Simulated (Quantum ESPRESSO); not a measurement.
**CoO: parallel and opposed starts**

Wanted: the moments of CoO and the energy of each order that was tried.

Program: Quantum ESPRESSO 7.5. Level of theory: PBE with U = 3.5 eV on Co d (ortho-atomic projectors); plane waves with GBRV 1.5 PBE potentials, no spin-orbit coupling. Results are calculated unless marked as measured.

This is a report of a sequence of runs, with most program output left out.

### 1. The starting structure

The structure is tetragonal, space group I4/mmm (No. 139). Conventional cell: a = 3.016 Å, b = 3.016 Å, c = 4.214 Å, α = 90.00°, β = 90.00°, γ = 90.00°. Nearest to Co lie 6 O at 2.11 to 2.13 Å. Nearest to O lie 6 Co at 2.11 to 2.13 Å. Farther neighbours and most contacts between anions are not listed.

As a file:

```cif
data_structure
_symmetry_space_group_name_H-M 'I4/mmm'
_symmetry_Int_Tables_number 139
_cell_length_a 3.0160
_cell_length_b 3.0160
_cell_length_c 4.2145
_cell_angle_alpha 90.000
_cell_angle_beta 90.000
_cell_angle_gamma 90.000
_cell_volume 38.34
loop_
_atom_site_label
_atom_site_type_symbol
_atom_site_symmetry_multiplicity
_atom_site_Wyckoff_symbol
_atom_site_fract_x
_atom_site_fract_y
_atom_site_fract_z
_atom_site_occupancy
Co1 Co 2 a 0.00000 0.00000 0.00000 1
O1 O 2 b 0.00000 0.00000 0.50000 1
```

The cell comes from the Crystallography Open Database.

### 2. Run 1, typed as ferro +

The signs are those of the starting moments on the seeded atoms, the atoms that are given a moment.

Input file pw.in:

```
&CONTROL
  calculation = 'scf'
  prefix = 'pwscf'
  outdir = './tmp'
  pseudo_dir = './pseudo'
  disk_io = 'nowf'
/
&SYSTEM
  ibrav = 0
  celldm(1) = 8
  nat = 2
  ntyp = 2
  ecutwfc = 40
  ecutrho = 280
  nbnd = 20
  occupations = 'smearing'
  smearing = 'fd'
  degauss = 0.00367493
  nspin = 2
  starting_magnetization(1) = 0.1765
  starting_magnetization(2) = 0
/
&ELECTRONS
  conv_thr = 4d-09
  electron_maxstep = 150
  mixing_beta = 0.3
/
ATOMIC_SPECIES
Co     58.9332 co_pbe_v1.2.uspp.F.UPF
O      15.9990 o_pbe_v1.2.uspp.F.UPF
CELL_PARAMETERS alat
  -0.3562133744920    0.3562133744920    0.4977650903806
   0.3562133744920   -0.3562133744920    0.4977650903806
   0.3562133744920    0.3562133744920   -0.4977650903806
ATOMIC_POSITIONS crystal
Co      0.0000000000    0.0000000000    0.0000000000
O       0.5000000000    0.5000000000    0.0000000000
K_POINTS automatic
10 10 10 0 0 0
HUBBARD {ortho-atomic}
U Co-3d 3.5000
```

The run is started by

```sh
> OMP_NUM_THREADS=1 mpirun -n 4 pw.x -nk 4 -in pw.in > pw.out
```

Run time: 14 s. Hardware: 4 MPI ranks of Intel Xeon Platinum 8488C (Sapphire Rapids), shared host; peak memory 0.33 GiB.

Spin moment in the atom's sphere by atom:

```tsv
atom	spin moment in the atom's sphere (μB)
Co1	2.60
O2	0.28
```

This step gave:

```
smearing term TS       : 0.03567 eV
magnetization          : 2.985 μB
absolute magnetization : 3.013 μB
final state            : ferromagnetic
```

Spin density in the ac plane of the conventional cell at fractional y = 0.000, with atoms of Co and O within 0.2 Å of it.

Values in units of 1e0 e/Å³, 19 rows by 14 columns, each cell a mean:
```
6.7 3.5 1.0 0.3 0.1 0.0 0.0 0.0 0.0 0.0 0.1 0.4 1.3 4.2
3.3 1.6 0.4 0.1 0.0 0.0 0.0 0.0 0.0 0.0 0.1 0.2 0.5 1.9
1.0 0.6 0.2 0.1 0.0 0.0 0.0 0.0 0.0 0.0 0.0 0.1 0.3 0.7
0.2 0.2 0.1 0.0 0.0 0.0 0.0 0.0 0.0 0.0 0.0 0.0 0.1 0.2
0.1 0.0 0.0 0.0 0.0 0.0 0.0 0.0 0.0 0.0 0.0 0.0 0.0 0.0
0.0 0.0 0.0 0.0 0.0 0.0 0.0 0.0 0.0 0.0 0.0 0.0 0.0 0.0
0.1 0.1 0.0 0.0 0.0 0.0 0.0 0.0 0.0 0.0 0.0 0.0 0.0 0.1
0.3 0.2 0.1 0.0 0.0 0.0 0.0 0.0 0.0 0.0 0.0 0.0 0.1 0.2
0.5 0.4 0.2 0.1 0.0 0.0 0.0 0.0 0.0 0.0 0.0 0.1 0.2 0.4
0.5 0.4 0.2 0.1 0.0 0.0 0.0 0.0 0.0 0.0 0.0 0.1 0.3 0.5
0.4 0.3 0.1 0.0 0.0 0.0 0.0 0.0 0.0 0.0 0.0 0.1 0.2 0.3
0.1 0.1 0.0 0.0 0.0 0.0 0.0 0.0 0.0 0.0 0.0 0.0 0.1 0.1
0.0 0.0 0.0 0.0 0.0 0.0 0.0 0.0 0.0 0.0 0.0 0.0 0.0 0.0
0.0 0.0 0.0 0.0 0.0 0.0 0.0 0.0 0.0 0.0 0.0 0.0 0.0 0.0
0.2 0.1 0.1 0.0 0.0 0.0 0.0 0.0 0.0 0.0 0.0 0.0 0.1 0.1
0.6 0.4 0.1 0.0 0.0 0.0 0.0 0.0 0.0 0.0 0.0 0.1 0.2 0.4
2.5 1.3 0.4 0.1 0.0 0.0 0.0 0.0 0.0 0.0 0.0 0.1 0.5 1.6
5.9 3.0 0.8 0.2 0.1 0.0 0.0 0.0 0.0 0.0 0.1 0.3 1.1 3.6
9.2 5.2 1.6 0.4 0.1 0.0 0.0 0.0 0.0 0.0 0.1 0.6 2.0 6.1
```
Columns run along a (3.0 Å), rows up along c (4.2 Å), edges of the conventional cell, whose origin can differ from the input's. Atoms in or near the plane, at fractional coordinates: Co at (0.00, 0.00), O at (0.00, 0.50).

Valence density in the ac plane of the conventional cell at fractional y = 0.000, with atoms of Co and O within 0.2 Å of it. It is the smooth field of the valence electrons, not physical close to the nuclei.

Ten steps, logarithmic in the rise over the least value, from '0' (0 e/Å³) to '9' (46 e/Å³), each cell a mean:
```
98631000001478
76421000001356
43210000000123
11100000000011
11000000000001
21100000000111
33210000000123
54321000001234
55421000001345
55421000001345
55421000001245
43210000001123
22110000000112
11100000000011
11100000000011
32210000000122
65420000001246
98631000001468
99741000002479
```
Columns run along a (3.0 Å), rows up along c (4.2 Å), edges of the conventional cell, whose origin can differ from the input's. Atoms in or near the plane, at fractional coordinates: Co at (0.00, 0.00), O at (0.00, 0.50).

### 3. Run 2, typed as antiferro q=(1/2,1/2,1/2) +−

The cell is doubled to 4 atoms to hold this order. The wavevector q is in fractions of the reciprocal vectors of the crystal's primitive cell, as the cells of these inputs are built from it; moments change sign between cells as cos(2π q·R).

Input file pw.in:

```
&CONTROL
  calculation = 'scf'
  prefix = 'pwscf'
  outdir = './tmp'
  pseudo_dir = './pseudo'
  disk_io = 'nowf'
/
&SYSTEM
  ibrav = 0
  celldm(1) = 8
  nat = 4
  ntyp = 3
  ecutwfc = 40
  ecutrho = 280
  nbnd = 32
  occupations = 'smearing'
  smearing = 'fd'
  degauss = 0.00367493
  nspin = 2
  starting_magnetization(1) = 0.1765
  starting_magnetization(2) = -0.1765
  starting_magnetization(3) = 0
/
&ELECTRONS
  conv_thr = 8d-09
  electron_maxstep = 150
  mixing_beta = 0.3
/
ATOMIC_SPECIES
Co1    58.9332 co_pbe_v1.2.uspp.F.UPF
Co2    58.9332 co_pbe_v1.2.uspp.F.UPF
O      15.9990 o_pbe_v1.2.uspp.F.UPF
CELL_PARAMETERS alat
  -0.7124267489839    0.7124267489839    0.9955301807613
   0.0000000000000    0.0000000000000    0.9955301807613
   0.0000000000000    0.7124267489839    0.0000000000000
ATOMIC_POSITIONS crystal
Co1     0.0000000000    0.0000000000    0.0000000000
Co2     0.5000000000    0.0000000000    0.0000000000
O       0.0000000000    0.5000000000    0.0000000000
O       0.5000000000    0.5000000000    0.0000000000
K_POINTS automatic
5 10 10 0 0 0
HUBBARD {ortho-atomic}
U Co1-3d 3.5000
U Co2-3d 3.5000
```

Run time: 44 s. Hardware: 4 MPI ranks; peak memory 0.47 GiB; 2.9 min of CPU time.

Spin moment in the atom's sphere by atom:

```tsv
atom	spin moment in the atom's sphere (μB)
Co1	2.36
Co2	-2.36
O3	-0.03
O4	0.03
```

Numbers from this step:

| Quantity | Value |
| --- | --- |
| smearing term TS | 0.07833 eV |
| magnetization | 0 μB |
| absolute magnetization | 5.077 μB |
| final state | antiferromagnetic |

Spin density in the ab plane at fractional z = 0.000, with atoms of Co and O within 0.2 Å of it.

Ten even steps from '_' (-7.2 e/Å³) to '@' (6.2 e/Å³), each cell a mean:
```
@@%%++++++++++==....--++++++++++**
******++++++++++========++++++++++
++++++++++++++++++++++++++++++++++
++++++++++++++++++++++++++++++++++
++++++++++++++++++++++++++++++++++
++++++++++++++++++++++++++++++++++
++++++++++++++++++++++++++++++++++
++++++++++++++++++++++++++++++++++
++++++++++++++++++++++++++++++++++
**++++++++++==----==++++++++++**##
@@**++++++++++--__--++++++++++**@@
```
Columns run along a (6.0 Å), rows up along b (4.2 Å). Atoms in or near the plane, at fractional coordinates: Co at (0.00, 0.00), Co at (0.50, 0.00), O at (0.00, 0.50), O at (0.50, 0.50).

Valence density in the ab plane at fractional z = 0.000, with atoms of Co and O within 0.2 Å of it. It is the smooth field of the valence electrons, not physical close to the nuclei.

Ten steps, logarithmic in the rise over the least value, from '0' (0 e/Å³) to '9' (40 e/Å³), each cell a mean:
```
98410015896200027
57520001466310002
13311121123211121
21000134310001244
53000135541000245
65200024654100135
55310002454200013
23320111133210111
11111134211111243
52000157731000367
96200048984000269
```
Columns run along a (6.0 Å), rows up along b (4.2 Å). Atoms in or near the plane, at fractional coordinates: Co at (0.00, 0.00), Co at (0.50, 0.00), O at (0.00, 0.50), O at (0.50, 0.50).

### 4. Run 3 (antiferro q=(0,1/2,0) +−)

The cell is doubled to 4 atoms to hold this order.

pw.in: that of step 3 with these lines changed.

```diff
@@ -33,12 +33,12 @@
 CELL_PARAMETERS alat
-  -0.7124267489839    0.7124267489839    0.9955301807613
-   0.0000000000000    0.0000000000000    0.9955301807613
-   0.0000000000000    0.7124267489839    0.0000000000000
+  -0.3562133744920    0.3562133744920    0.4977650903806
+   0.7124267489839   -0.7124267489839    0.9955301807613
+   0.3562133744920    0.3562133744920   -0.4977650903806
 ATOMIC_POSITIONS crystal
 Co1     0.0000000000    0.0000000000    0.0000000000
-Co2     0.5000000000    0.0000000000    0.0000000000
-O       0.0000000000    0.5000000000    0.0000000000
-O       0.5000000000    0.5000000000    0.0000000000
+Co2     0.0000000000    0.5000000000    0.0000000000
+O       0.5000000000    0.2500000000    0.0000000000
+O       0.5000000000    0.7500000000    0.0000000000
 K_POINTS automatic
-5 10 10 0 0 0
+10 5 10 0 0 0
 HUBBARD {ortho-atomic}
```

Elapsed: 4.9 min, on 4 MPI ranks; peak memory 0.55 GiB.

Spin moment in the atom's sphere by atom:

```tsv
atom	spin moment in the atom's sphere (μB)
Co1	2.54
Co2	-2.54
O3	0.00
O4	0.00
```

Read from the output:

```yaml
smearing_term_ts: 0.06469 eV
magnetization: 0 μB
absolute_magnetization: 5.434 μB
final_state: antiferromagnetic
```

### 5. Run 4, typed as antiferro q=(0,0,1/2) +−

This order needs a doubled cell of 4 atoms.

pw.in: that of step 4 with these lines changed.

```diff
@@ -34,11 +34,11 @@
   -0.3562133744920    0.3562133744920    0.4977650903806
-   0.7124267489839   -0.7124267489839    0.9955301807613
-   0.3562133744920    0.3562133744920   -0.4977650903806
+   0.3562133744920   -0.3562133744920    0.4977650903806
+   0.7124267489839    0.7124267489839   -0.9955301807613
 ATOMIC_POSITIONS crystal
 Co1     0.0000000000    0.0000000000    0.0000000000
-Co2     0.0000000000    0.5000000000    0.0000000000
-O       0.5000000000    0.2500000000    0.0000000000
-O       0.5000000000    0.7500000000    0.0000000000
+Co2     0.0000000000    0.0000000000    0.5000000000
+O       0.5000000000    0.5000000000    0.0000000000
+O       0.5000000000    0.5000000000    0.5000000000
 K_POINTS automatic
-10 5 10 0 0 0
+10 10 5 0 0 0
 HUBBARD {ortho-atomic}
```

Run time: 58 s. Hardware: 4 MPI ranks; peak memory 0.49 GiB.

Read from the output:

```yaml
smearing_term_ts: 0.04701 eV
magnetization: 0 μB
absolute_magnetization: 5.632 μB
final_state: antiferromagnetic
largest_moment: 2.579 μB
```

### 6. Start 5: no spin polarisation

Input file pw.in:

```
&CONTROL
  calculation = 'scf'
  prefix = 'pwscf'
  outdir = './tmp'
  pseudo_dir = './pseudo'
  disk_io = 'nowf'
/
&SYSTEM
  ibrav = 0
  celldm(1) = 8
  nat = 2
  ntyp = 2
  ecutwfc = 40
  ecutrho = 280
  nbnd = 18
  occupations = 'smearing'
  smearing = 'fd'
  degauss = 0.00367493
/
&ELECTRONS
  conv_thr = 4d-09
  electron_maxstep = 150
  mixing_beta = 0.3
/
ATOMIC_SPECIES
Co     58.9332 co_pbe_v1.2.uspp.F.UPF
O      15.9990 o_pbe_v1.2.uspp.F.UPF
CELL_PARAMETERS alat
  -0.3562133744920    0.3562133744920    0.4977650903806
   0.3562133744920   -0.3562133744920    0.4977650903806
   0.3562133744920    0.3562133744920   -0.4977650903806
ATOMIC_POSITIONS crystal
Co      0.0000000000    0.0000000000    0.0000000000
O       0.5000000000    0.5000000000    0.0000000000
K_POINTS automatic
10 10 10 0 0 0
HUBBARD {ortho-atomic}
U Co-3d 3.5000
```

The job ended after 6 s (4 MPI ranks; peak memory 0.29 GiB; 22 s of CPU time).

This step gave:

| Quantity | Value |
| --- | --- |
| smearing term TS | 0.02164 eV |
| final state | non-magnetic (no spin polarisation) |

### 7. What a mistake does

One input was spoiled on purpose, to see how the program answers.

Input file pw.in:

```
&CONTROL
  calculation = 'scf'
  prefix = 'pwscf'
  outdir = './tmp'
  pseudo_dir = './pseudo'
  disk_io = 'nowf'
/
&SYSTEM
  ibrav = 0
  nat = 2
  ntyp = 2
  ecutwfc = 40
  ecutrho = 280
  nbnd = 20
  occupations = 'smearing'
  smearing = 'fd'
  degauss = 0.00367493
  nspin = 2
  starting_magnetization(1) = 0.1765
  starting_magnetization(2) = 0
&ELECTRONS
  conv_thr = 4d-09
  electron_maxstep = 75
  mixing_beta = 0.3
/
ATOMIC_SPECIES
Co     58.9332 co_pbe_v1.2.uspp.F.UPF
O      15.9990 o_pbe_v1.2.uspp.F.UPF
CELL_PARAMETERS angstrom
  -1.5080000000    1.5080000000    2.1072475377
   1.5080000000   -1.5080000000    2.1072475377
   1.5080000000    1.5080000000   -2.1072475377
ATOMIC_POSITIONS crystal
Co      0.0000000000    0.0000000000    0.0000000000
O       0.5000000000    0.5000000000    0.0000000000
K_POINTS automatic
10 10 10 0 0 0
HUBBARD {ortho-atomic}
U Co-3d 3.5000
```

The job ended after 0.79 s (4 MPI ranks; peak memory 0.06 GiB).

The input was rejected at the start.

The program's message: “read_namelists (1): bad line in namelist &system: "&ELECTRONS" (error could be in the previous line)”

The fault put into the input: a namelist without its slash.

### 8. The states side by side

An order is kept where moments of 0.15 μB or more survive with the typed signs; meshes match where a doubled cell samples the same k points as the first cell.

Orders:

```tsv
start	final state	typed order kept	energy over the lowest (meV a seeded atom)	largest site moment (μB)	net moment (μB a cell of the first run)	mesh matched	CPU time (s)
ferro +	ferromagnetic	yes	122.2	2.598	2.985	yes	54.51
antiferro q=(1/2,1/2,1/2) +-	antiferromagnetic	yes	166.7	2.357	8.76e-4	yes	176.5
antiferro q=(0,1/2,0) +-	antiferromagnetic	yes	80.8	2.54	0	yes	1184
antiferro q=(0,0,1/2) +-	antiferromagnetic	yes	0	2.579	0	yes	231.5
no spin polarisation	non-magnetic	-	822.4	0	0	yes	22.49
```

### 9. Fillings of the first corrected shells

```tsv
start	type	spin	occupation numbers
ferro +	Co	up	0.994 0.995 0.995 0.995 0.995
ferro +	Co	down	0.127 0.131 0.678 0.688 0.688
antiferro q=(1/2,1/2,1/2) +-	Co1	up	0.959 0.961 0.993 0.993 0.993
antiferro q=(1/2,1/2,1/2) +-	Co1	down	0.107 0.111 0.738 0.738 0.769
antiferro q=(1/2,1/2,1/2) +-	Co2	up	0.107 0.111 0.738 0.738 0.770
antiferro q=(1/2,1/2,1/2) +-	Co2	down	0.959 0.961 0.993 0.993 0.993
antiferro q=(0,1/2,0) +-	Co1	up	0.989 0.989 0.994 0.995 0.995
antiferro q=(0,1/2,0) +-	Co1	down	0.142 0.147 0.666 0.676 0.716
antiferro q=(0,1/2,0) +-	Co2	up	0.142 0.147 0.666 0.676 0.715
antiferro q=(0,1/2,0) +-	Co2	down	0.989 0.989 0.994 0.995 0.995
antiferro q=(0,0,1/2) +-	Co1	up	0.987 0.994 0.994 0.995 0.995
antiferro q=(0,0,1/2) +-	Co1	down	0.113 0.132 0.516 0.566 0.986
antiferro q=(0,0,1/2) +-	Co2	up	0.113 0.132 0.516 0.566 0.986
antiferro q=(0,0,1/2) +-	Co2	down	0.987 0.994 0.994 0.995 0.995
```

### 10. Results

| Item | Value |
| --- | --- |
| moments, largest by run | 2.60, 2.36, 2.54, 2.58, 0 μB |
| spread of the energies of the runs with moments | 167 meV a seeded atom |

**Reading.** Under a U these runs seem to end in unlike orbital states: the fillings of their corrected shells differ, or their energies lie too far apart for exchange alone. The differences are then no exchange energies, and the ranking says little of the magnetic order. Seeding all runs from one set of occupation matrices is the usual remedy. The smearing term is large for its width, so states at the Fermi level are partly filled: at this level the cell is a metal or has a gap of a few widths at most.

[Logs and program files are shortened in this print: banners, set-up blocks, solver, clock and traceback lines can be left out without a mark of their own.]

[Logs are printed without paths, hosts, clocks, repeated set-up lines and the standing remarks that a program may print on its own settings, such as how far it seeks lower states.]

[Hosts, paths, dates, database ids (printed as entryN), source tags and the programs' standing remarks are cut or masked in the printed files.]

[Where a cell is said to come from a database of computed structures, the database is the Materials Project.]
